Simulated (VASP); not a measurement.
# Sr (Im-3m) in VASP: notebook

Runs on Sr. Level: RPBE. Tasks: single point.

All numbers are computed with VASP 6.6.1; they aren't measurements. Logs are shortened: lines on timing, memory, paths and dates and some standing lists are left out, and cuts for length are marked.

## (1) Starting point

Symmetry: Im-3m, No. 229, cubic system. The conventional cell has a = 4.875 Å, b = 4.875 Å, c = 4.875 Å, α = 90.00°, β = 90.00°, γ = 90.00°. Sr (site symmetry m-3m) is surrounded by 8 Sr at 4.22 Å.

This isn't the form of Sr at room conditions, which is fcc.

## (2) Single point, RPBE

INCAR

```
SYSTEM = Sr
  PREC = Accurate
  ENCUT = 520
  EDIFF = 1E-6
  ISMEAR = -1
  SIGMA = 0.1
  LREAL = .FALSE.
  LASPH = .TRUE.
  NELM = 80
  ALGO = Normal
  ISIF = 2
  LWAVE = .FALSE.
  LCHARG = .FALSE.
  GGA = RP
  NBANDS = 11
```

KPOINTS

```
Automatic mesh
0
G
  15 15 15
  0 0 0
```

POSCAR

```
Sr
1.0
   -2.4373892368      2.4373892368      2.4373892368
    2.4373892368     -2.4373892368      2.4373892368
    2.4373892368      2.4373892368     -2.4373892368
Sr
1
Direct
    0.0000000000      0.0000000000      0.0000000000
```

Potentials or basis: VASP PAW PBE potentials, release 64 (Sr_sv).

Started as:

```sh
$ cat potpaw_PBE.64/Sr_sv/POTCAR > POTCAR
$ mpirun -np 1 vasp_std > vasp.out
```

OUTCAR:

```text
SYSTEM = Sr
   PREC = Accurate
   ENCUT = 520
   EDIFF = 1E-6
   ISMEAR = -1
   LREAL = .FALSE.
   LASPH = .TRUE.
   NELM = 80
   ISIF = 2
   GGA = RP

 ion  position               nearest neighbor table
   1  0.000  0.000  0.000-

  LATTYP: Found a body centered cubic cell.
 ALAT       =     4.8747784736

  Lattice vectors:

 A1 = (  -2.4373892368,   2.4373892368,   2.4373892368)
 A2 = (   2.4373892368,  -2.4373892368,   2.4373892368)
 A3 = (   2.4373892368,   2.4373892368,  -2.4373892368)

Analysis of symmetry for initial positions (statically):
=====================================================================
 Subroutine PRICEL returns:
 Original cell was already a primitive cell.

 Routine SETGRP: Setting up the symmetry group for a
 body centered cubic supercell.

 Subroutine GETGRP returns: Found 48 space group operations
 (whereof 48 operations were pure point group operations)
 out of a pool of 48 trial point group operations.

The static configuration has the point symmetry O_h .

Analysis of symmetry for dynamics (positions and initial velocities):
=====================================================================
 Subroutine PRICEL returns:
 Original cell was already a primitive cell.

 Routine SETGRP: Setting up the symmetry group for a
 body centered cubic supercell.

 Subroutine GETGRP returns: Found 48 space group operations
 (whereof 48 operations were pure point group operations)
 out of a pool of 48 trial point group operations.

The dynamic configuration has the point symmetry O_h .

 Subroutine INISYM returns: Found 48 space group operations
 (whereof 48 operations are pure point group operations),
 and found     1 'primitive' translations

----------------------------------------------------------------------------------------

                                     Primitive cell

  volume of cell :      57.9208

  direct lattice vectors                    reciprocal lattice vectors
    -2.437389237  2.437389237  2.437389237     0.000000000  0.205137527  0.205137527
     2.437389237 -2.437389237  2.437389237     0.205137527  0.000000000  0.205137527
     2.437389237  2.437389237 -2.437389237     0.205137527  0.205137527  0.000000000

  length of vectors
     4.221681996  4.221681996  4.221681996     0.290108273  0.290108273  0.290108273

  position of ions in fractional coordinates (direct lattice)
     0.000000000  0.000000000  0.000000000

  ion indices of the primitive-cell ions
[... 80 lines left out ...]
   ISIF   =      2    stress and relaxation
   ISYM   =      2    0-nonsym 1-usesym 2-fastsym
   POTIM  = 0.5000    time-step for ionic-motion
   TEBEG  =    0.0;   TEEND  =   0.0 temperature during run
   PSTRESS=    0.0 pullay stress
   NELECT =      10.0000    total number of electrons
   NUPDOWN=      -1.0000    fix difference up-down
   EMIN   =  10.00;   EMAX   =-10.00  energy-range for DOS
   EFERMI =   0.00;   METHOD = LEGACY
   ISMEAR =    -1;   SIGMA  =   0.10  broadening in eV -4-tet -1-fermi 0-gaus
   EFERMI_NEDOS =   21; number of points for ismear=-14 and -15
   IALGO  =     38    algorithm
   IMIX   =      4    mixing-type and parameters
     AMIX     =   0.40;   BMIX     =  1.00
     AMIX_MAG =   1.60;   BMIX_MAG =  1.00
  volume/ion in A,a.u.               =      57.92       390.87
  Fermi-wavevector in a.u.,A,eV,Ry     =   0.911584  1.722644 11.306238  0.830985
  Thomas-Fermi vector in A             =   2.035880
   LORBIT       =      0    0 simple, 1 ext, 2 COOP (PROOUT), +10 PAW based schemes
   GGA     = RP    functional components
   LHFCALC =     F    Hartree Fock is set to
   AEXX    =    0.0000 exact exchange contribution
   IVDW    =     0    specifies the selected vdW correction
   LEPSILON=     F    determine dielectric tensor
   LRPA    =     F    only Hartree local field effects (RPA)
 non-spin polarized calculation
  energy-cutoff  :      520.00
  volume of cell :       57.92
 maximum number of plane-waves:      1577
   NGX = 15   NGY = 15   NGZ = 15

 number of electron      10.0000000 magnetization

 Free energy of the ion-electron system (eV)
  ---------------------------------------------------
  ext. energy  EPLUGINS =         0.00000000
  ---------------------------------------------------
  free energy    TOTEN  =        -1.47687967 eV

  energy without entropy =       -1.42794213  energy(sigma->0) =       -1.45241090

 E-fermi :   1.5009     XC(G=0):  -7.0831

 val. band max:        1.4885486693   @ k =  -0.4667  -0.4667   0.3333
 cond. band min:       1.5102643472   @ k =  -0.4667  -0.4667   0.2667
 fundamental gap:      0.0217156778
 Fermi energy:         1.5009338936

 k-point     1 :       0.0000    0.0000    0.0000
  band No.  band energies     occupation
      1     -35.2556      2.00000
      2     -17.1541      2.00000
      3     -17.1541      2.00000
      4     -17.1541      2.00000
      5      -2.0246      2.00000
      6       3.8789      0.00000
      7       3.8789      0.00000
      8       3.8789      0.00000
      9       5.1231      0.00000
     10       5.1231      0.00000
     11       9.3622      0.00000
[... 309 lines left out ...]
 k-point    24 :       0.4000    0.2000    0.0000
  band No.  band energies     occupation
      1     -35.2430      2.00000
      2     -17.2949      2.00000
      3     -17.2291      2.00000
      4     -17.1699      2.00000
      5       1.0540      1.97735
      6       1.6362      0.41079
      7       2.4542      0.00014
      8       4.8453      0.00000
      9       5.5269      0.00000
     10       6.2126      0.00000
     11       6.9947      0.00000

 [... further k-points ...]

------------------------ aborting loop because EDIFF is reached ----------------------------------------

  FORCE on cell =-STRESS in cart. coord.  units (eV):
  Direction    XX          YY          ZZ          XY          YZ          ZX
  --------------------------------------------------------------------------------------
  -------------------------------------------------------------------------------------
  Total        0.0049743      0.0049743      0.0049743     -0.0000000      0.0000000     -0.0000000
  in kB        0.1375953      0.1375953      0.1375953     -0.0000000      0.0000000     -0.0000000
  external PRESSURE =       0.1375953 kB  Pullay stress =       0.0000000 kB

 VOLUME and BASIS-vectors are now :
 -----------------------------------------------------------------------------
  energy-cutoff  :      520.00
  volume of cell :       57.92
      direct lattice vectors                 reciprocal lattice vectors
    -2.437389237  2.437389237  2.437389237     0.000000000  0.205137527  0.205137527
     2.437389237 -2.437389237  2.437389237     0.205137527  0.000000000  0.205137527
     2.437389237  2.437389237 -2.437389237     0.205137527  0.205137527  0.000000000

 POSITION                                       TOTAL-FORCE (eV/Angst)
 -----------------------------------------------------------------------------------
      0.00000      0.00000      0.00000        -0.000000      0.000000     -0.000000
 -----------------------------------------------------------------------------------
    total drift:                                0.000000      0.000000     -0.000000

  FREE ENERGIE OF THE ION-ELECTRON SYSTEM (eV)
  ---------------------------------------------------
  free  energy   TOTEN  =        -1.4768796728 eV

  energy  without entropy=       -1.4279421322  energy(sigma->0) =       -1.45241090
```

stdout:

```text
POSCAR found type information on POSCAR Sr
 POSCAR found :  1 types and       1 ions
 scaLAPACK will be used
 -----------------------------------------------------------------------------
|                                                                             |
|                                                                             |
|     You enforced a specific xc type in the INCAR file but a different       |
|     I HOPE YOU KNOW WHAT YOU ARE DOING!                                     |
|                                                                             |
 -----------------------------------------------------------------------------

 LDA part: xc-table for (Slater+PW92), standard interpolation
 POSCAR, INCAR and KPOINTS ok, starting setup
 FFT: planning ... GRIDC
 FFT: planning ... GRID_SOFT
 FFT: planning ... GRID
 WAVECAR not read
 entering main loop
```

It took 34 s on 1 thread of Intel Xeon Platinum 8488C (Sapphire Rapids), shared host; peak memory 0.22 GiB.

Results:

```
Free energy            : -1.4769 eV
Pressure               : 0.0 GPa
Band gap on the k mesh : none (metal or under the smearing width)
```

Levels at points of the mesh, in eV from the Fermi level:
```
           k point  band 1  band 2  band 3  band 4  band 5  band 6  band 7  band 8  band 9  band 10
(0.00, 0.00, 0.00)  -36.76  -18.66  -18.66  -18.66   -3.53    2.38    2.38    2.38    3.62     3.62
```

Caveat: the PAW data sets were made with another functional, which shifts forces and pressure a little.

## (3) Single point, RPBE

This run uses another cell than the first one, of 64.87 Å³/atom, 1.120 times its volume.

INCAR

```
SYSTEM = Sr
ALGO     = Fast           ! electronic algorithm
EDIFF    = 1E-6           ! SCF threshold, eV
ENCUT    = 520            ! plane-wave cutoff, eV
GGA      = RP             ! functional
ISIF     = 2              ! what is computed and relaxed
ISMEAR   = -1             ! smearing method
LASPH    = .TRUE.         ! aspherical terms in the spheres
LCHARG   = .TRUE.         ! write CHGCAR
LELF     = .TRUE.         ! ELF
LREAL    = .FALSE.        ! projectors in reciprocal space
LVHAR    = .TRUE.       
LWAVE    = .FALSE.        ! write WAVECAR
NBANDS   = 11             ! bands
NELM     = 60             ! most SCF steps
PREC     = Accurate       ! precision mode
SIGMA    = 0.1            ! smearing width, eV
```

KPOINTS

```
k-points
0
G
  10 10 10
  0 0 0
```

POSCAR

```
Sr
1.0
   -2.5312258472      2.5312258472      2.5312258472
    2.5312258472     -2.5312258472      2.5312258472
    2.5312258472      2.5312258472     -2.5312258472
Sr
1
Direct
    0.0000000000      0.0000000000      0.0000000000
```

Potentials or basis: VASP PAW PBE potentials, release 64 (Sr_sv).

Started as:

```sh
$ cat potpaw_PBE.64/Sr_sv/POTCAR > POTCAR
$ mpirun -np 1 vasp_std > vasp.out
```

OUTCAR:

```text
SYSTEM = Sr
   EDIFF = 1E-6
   ENCUT = 520
   GGA = RP
   ISIF = 2
   ISMEAR = -1
   LASPH = .TRUE.
   LREAL = .FALSE.
   NELM = 60
   PREC = Accurate

 ion  position               nearest neighbor table
   1  0.000  0.000  0.000-

  LATTYP: Found a body centered cubic cell.
 ALAT       =     5.0624516944

  Lattice vectors:

 A1 = (  -2.5312258472,   2.5312258472,   2.5312258472)
 A2 = (   2.5312258472,  -2.5312258472,   2.5312258472)
[... 517 lines left out ...]
     11       7.0606      0.00000

 [... further k-points ...]

------------------------ aborting loop because EDIFF is reached ----------------------------------------

  FORCE on cell =-STRESS in cart. coord.  units (eV):
  Direction    XX          YY          ZZ          XY          YZ          ZX
  --------------------------------------------------------------------------------------
  -------------------------------------------------------------------------------------
  Total       -0.3959195     -0.3959195     -0.3959195      0.0000000      0.0000000     -0.0000000
  in kB       -9.7783318     -9.7783318     -9.7783318      0.0000000      0.0000000     -0.0000000
  external PRESSURE =      -9.7783318 kB  Pullay stress =       0.0000000 kB

 VOLUME and BASIS-vectors are now :
 -----------------------------------------------------------------------------
  energy-cutoff  :      520.00
  volume of cell :       64.87
      direct lattice vectors                 reciprocal lattice vectors
    -2.531225847  2.531225847  2.531225847     0.000000000  0.197532749  0.197532749
     2.531225847 -2.531225847  2.531225847     0.197532749  0.000000000  0.197532749
     2.531225847  2.531225847 -2.531225847     0.197532749  0.197532749  0.000000000

 POSITION                                       TOTAL-FORCE (eV/Angst)
 -----------------------------------------------------------------------------------
      0.00000      0.00000      0.00000         0.000000      0.000000      0.000000
 -----------------------------------------------------------------------------------
    total drift:                               -0.000000      0.000000      0.000000

  FREE ENERGIE OF THE ION-ELECTRON SYSTEM (eV)
  ---------------------------------------------------
  free  energy   TOTEN  =        -1.4553008008 eV

  energy  without entropy=       -1.4048524655  energy(sigma->0) =       -1.43007663
```

OSZICAR:

```text
N       E                     dE             d eps       ncg     rms          rms(c)
DAV:   1     0.374964049163E+02    0.37496E+02   -0.46193E+03  1034   0.764E+02
DAV:   2     0.337876281867E+00   -0.37159E+02   -0.36549E+02  1214   0.151E+02
DAV:   3    -0.131341128816E+01   -0.16513E+01   -0.16376E+01  1515   0.241E+01
DAV:   4    -0.143139069749E+01   -0.11798E+00   -0.11768E+00  1442   0.543E+00
DAV:   5    -0.143315613895E+01   -0.17654E-02   -0.17654E-02  1453   0.635E-01    0.973E+00
RMM:   6    -0.144542431573E+01   -0.12268E-01   -0.11539E-02  1073   0.118E+00    0.547E+00
RMM:   7    -0.145480556133E+01   -0.93812E-02   -0.22939E-02  1116   0.175E+00    0.382E-01
RMM:   8    -0.145519206460E+01   -0.38650E-03   -0.23523E-03  1268   0.493E-01    0.144E-01
RMM:   9    -0.145527472369E+01   -0.82659E-04   -0.50164E-04  1562   0.116E-01    0.377E-02
RMM:  10    -0.145529397679E+01   -0.19253E-04   -0.65832E-05  1590   0.387E-02    0.175E-02
RMM:  11    -0.145530077774E+01   -0.68009E-05   -0.20182E-05  1500   0.199E-02    0.215E-02
RMM:  12    -0.145530080084E+01   -0.23104E-07   -0.41243E-06  1347   0.934E-03
   1 F= -.14553008E+01 E0= -.14300766E+01  d E =-.504483E-01
```

It took 40 s on 1 thread of Intel Xeon Platinum 8488C (Sapphire Rapids), shared host; peak memory 0.21 GiB.

What came out:

```
Free energy            : -1.4553 eV
Pressure               : -1.0 GPa
Band gap on the k mesh : none (metal or under the smearing width)
```

Caveat: the PAW data sets were made with another functional, which shifts forces and pressure a little.
